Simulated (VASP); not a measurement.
A VASP 6.6.1 single-point calculation on HgSe

INCAR

```
ISIF = 2
LWAVE = .FALSE.
IBRION = -1
LDAUU = 1.0 0
NBANDS = 16
LASPH = .TRUE.
LREAL = .FALSE.
LDAU = .TRUE.
LCHARG = .FALSE.
ADDGRID = .TRUE.
EDIFF = 1E-7
GGA = PE
NSW = 0
NELM = 120
SIGMA = 0.02
ENCUT = 520
LDAUL = 2 -1
ISMEAR = -1
LMAXMIX = 4
PREC = Accurate
LDAUJ = 0 0
LDAUTYPE = 2
```

KPOINTS

```
KPOINTS created by Atomic Simulation Environment
0
Gamma
8 8 8
0 0 0
```

POSCAR

```
Hg Se
 1.0000000000000000
     0.0000000000000000    3.2163717009999999    3.2163717009999999
     3.2163717009999999    0.0000000000000000    3.2163717009999999
     3.2163717009999999    3.2163717009999999    0.0000000000000000
 Hg  Se
   1   1
Cartesian
  0.0000000000000000  0.0000000000000000  0.0000000000000000
  1.6081858505000000  1.6081858505000000  1.6081858505000000
```

The recommended PBE PAW datasets give the neutral cell 18 valence electrons.

Command

```
mpirun -np 1 vasp_std
```

OSZICAR

```
N       E                     dE             d eps       ncg     rms          rms(c)
DAV:   1     0.113565972636E+03    0.11357E+03   -0.83534E+03   928   0.984E+02
DAV:   2     0.441519189219E+00   -0.11312E+03   -0.10560E+03  1080   0.236E+02
DAV:   3    -0.405566907411E+01   -0.44972E+01   -0.44853E+01  1152   0.495E+01
DAV:   4    -0.407612117220E+01   -0.20452E-01   -0.20451E-01  1120   0.341E+00
DAV:   5    -0.407623992154E+01   -0.11875E-03   -0.11875E-03  1192   0.235E-01    0.557E+00
DAV:   6    -0.379186065955E+01    0.28438E+00   -0.49868E-01  1336   0.854E+00    0.446E+00
DAV:   7    -0.378683967301E+01    0.50210E-02   -0.90408E-02  1000   0.204E+00    0.214E+00
DAV:   8    -0.378697971298E+01   -0.14004E-03   -0.89427E-03  1056   0.106E+00    0.165E-01
DAV:   9    -0.378698812736E+01   -0.84144E-05   -0.98973E-04  1144   0.378E-01    0.424E-02
DAV:  10    -0.378702131810E+01   -0.33191E-04   -0.11778E-04  1152   0.116E-01    0.342E-02
DAV:  11    -0.378704085206E+01   -0.19534E-04   -0.43783E-05  1096   0.554E-02    0.199E-02
DAV:  12    -0.378704041641E+01    0.43565E-06   -0.35267E-06  1120   0.195E-02    0.612E-03
DAV:  13    -0.378704054570E+01   -0.12929E-06   -0.49195E-07  1088   0.369E-03    0.373E-03
DAV:  14    -0.378704065998E+01   -0.11428E-06   -0.12728E-07  1144   0.279E-03    0.114E-03
DAV:  15    -0.378704067642E+01   -0.16443E-07   -0.50271E-09   784   0.486E-04
   1 F= -.37870407E+01 E0= -.37869571E+01  d E =-.167069E-03
```

Standard output (part)

```
POSCAR found type information on POSCAR HgSe
 POSCAR found :  2 types and       2 ions
 LDA part: xc-table for (Slater+PW92), standard interpolation
 POSCAR, INCAR and KPOINTS ok, starting setup
 WAVECAR not read
 entering main loop
```

From OUTCAR

```
k-points           NKPTS =     29   k-points in BZ     NKDIM =     29   number of bands    NBANDS=     16

   NELECT =      18.0000    total number of electrons

   dimension x,y,z NGX =    36 NGY =   36 NGZ =   36
   dimension x,y,z NGXF=    72 NGYF=   72 NGZF=   72

  energy-cutoff  :      520.00
  volume of cell :       66.55
      direct lattice vectors                 reciprocal lattice vectors
     0.000000000  3.216371701  3.216371701    -0.155454670  0.155454670  0.155454670
     3.216371701  0.000000000  3.216371701     0.155454670 -0.155454670  0.155454670
     3.216371701  3.216371701  0.000000000     0.155454670  0.155454670 -0.155454670

 k-points in reciprocal lattice and weights: KPOINTS created by Atomic Simulation Env
   0.00000000  0.00000000  0.00000000       0.002
   0.12500000  0.00000000  0.00000000       0.016
   0.25000000  0.00000000  0.00000000       0.016
   0.37500000  0.00000000  0.00000000       0.016
   0.50000000  0.00000000  0.00000000       0.008
   0.12500000  0.12500000  0.00000000       0.012
   0.25000000  0.12500000  0.00000000       0.047
   0.37500000  0.12500000  0.00000000       0.047
   ...

 E-fermi :   0.2502

 k-point     1 :       0.0000    0.0000    0.0000
  band No.  band energies     occupation
      1     -12.1354      2.00000
      2      -6.3669      2.00000
      3      -6.3669      2.00000
      4      -6.3669      2.00000
      5      -5.9111      2.00000
      6      -5.9111      2.00000
      7      -0.8320      2.00000
      8       0.2353      1.35656
      9       0.2353      1.35656
     10       0.2353      1.35656
     11       5.9513      0.00000
     12       5.9513      0.00000
     13       5.9513      0.00000
     14       8.4526      0.00000
     15      11.2230      0.00000
     16      11.2230      0.00000

 k-point     2 :       0.1250    0.0000    0.0000
  band No.  band energies     occupation
      1     -12.0929      2.00000
      2      -6.3472      2.00000
      3      -6.3472      2.00000
      4      -6.3287      2.00000
      5      -5.9120      2.00000
      6      -5.9120      2.00000
      7      -1.5465      2.00000
      8       0.1268      1.99583
      9       0.1268      1.99583
     10       0.7659      0.00000
     11       5.5804      0.00000
     12       6.1199      0.00000
     13       6.1199      0.00000
     14       9.3738      0.00000
     15      10.5360      0.00000
     16      10.5360      0.00000

 k-point     3 :       0.2500    0.0000    0.0000
  band No.  band energies     occupation
      1     -11.9883      2.00000
      2      -6.3036      2.00000
      3      -6.3036      2.00000
      4      -6.1875      2.00000
      5      -5.9085      2.00000
      6      -5.9085      2.00000
      7      -2.6528      2.00000
      8      -0.1186      2.00000
      9      -0.1186      2.00000
     10       1.2499      0.00000
     11       5.6020      0.00000
     12       6.4275      0.00000
     13       6.4275      0.00000
     14       9.7579      0.00000
     15      10.2661      0.00000
     16      10.2661      0.00000

 ...

  Total       -1.1223149     -1.1223149     -1.1223149      0.0000000     -0.0000000     -0.0000000
  in kB      -27.0207005    -27.0207005    -27.0207005      0.0000000     -0.0000000     -0.0000000
  external PRESSURE =     -27.0207005 kB  Pullay stress =       0.0000000 kB

 POSITION                                       TOTAL-FORCE (eV/Angst)
 -----------------------------------------------------------------------------------
      0.00000      0.00000      0.00000        -0.000000     -0.000000     -0.000000
      1.60819      1.60819      1.60819         0.000000      0.000000      0.000000
 -----------------------------------------------------------------------------------
    total drift:                                0.000000      0.000000      0.000000

  FREE ENERGIE OF THE ION-ELECTRON SYSTEM (eV)
  ---------------------------------------------------
  free  energy   TOTEN  =        -3.7870406764 eV

  energy  without entropy=       -3.7868736071  energy(sigma->0) =       -3.78695714
```

It converged. Results: gap between bands v and c on the k mesh 0.00 eV; least direct gap on the k mesh 0.00 eV; pressure -2.7 GPa. Band v is the last that the valence electrons fill when counted band by band, and c is the next.

For comparison, a separate PBE run of the intended cell, on usual settings and not on those above, gives a gap of 0.00 eV on its mesh and a pressure of -2.7 GPa.

The run above took about 38 s on one core of a shared host (Intel Xeon Platinum 8488C) and held 0.33 GiB at most.
